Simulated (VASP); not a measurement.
Here is a VASP 6.6.1 calculation.

Contents of INCAR:

```
PREC     = Accurate       # precision mode
ENCUT    = 600            # plane-wave cutoff, eV
EDIFF    = 1E-7           # SCF threshold, eV
ISMEAR   = 0              # smearing method
SIGMA    = 0.02           # smearing width, eV
LREAL    = False          # projectors in reciprocal space
LASPH    = True           # aspherical terms in the spheres
NELM     = 100            # most SCF steps
ALGO     = Normal         # electronic algorithm
ISIF     = 3              # what is computed and relaxed
LWAVE    = False          # write WAVECAR
LCHARG   = False          # write CHGCAR
GGA      = PS             # functional
IBRION   = 2              # ionic algorithm
NSW      = 40             # ionic steps
EDIFFG   = -0.02          # ionic threshold
```

KPOINTS

```
regular mesh
0
Gamma
  3 3 3
```

File POSCAR:

```
GaP
1.0
    0.0000000000      2.7258124900      2.7258124900
    2.7258124900      0.0000000000      2.7258124900
    2.7258124900      2.7258124900      0.0000000000
Ga P
1 1
Direct
    0.0000000000      0.0000000000      0.0000000000
    0.7500000000      0.7500000000      0.7500000000
```

Potentials or basis: VASP PAW PBE potentials, release 64 (Ga_d, P).

Launch:

```sh
$ cat potpaw_PBE.64/Ga_d/POTCAR potpaw_PBE.64/P/POTCAR > POTCAR
$ mpirun -np 1 vasp_std > vasp.out
```

**Question.** Estimate the relaxed volume.

**Answer.** 20.47 Å³/atom.

**Question.** Predict the band gap on the k mesh.

**Answer.** 1.58 eV, indirect (least direct gap 1.63 eV).

Final structure:
```
CELL_PARAMETERS angstrom
0.00000 2.73541 2.73541
2.73541 0.00000 2.73541
2.73541 2.73541 0.00000
ATOMIC_POSITIONS crystal
Ga 0.00000 0.00000 0.00000
P 0.75000 0.75000 0.75000
```

Caveat: the k mesh is coarse (spacing up to 0.67 Å⁻¹), so the values aren't converged; the PAW data sets were made with another functional, which shifts forces and pressure a little; an odd mesh through Γ misses points on the zone boundary, where band edges often lie. Expect the measured gap to be larger: semilocal functionals such as PBEsol lack the derivative discontinuity.
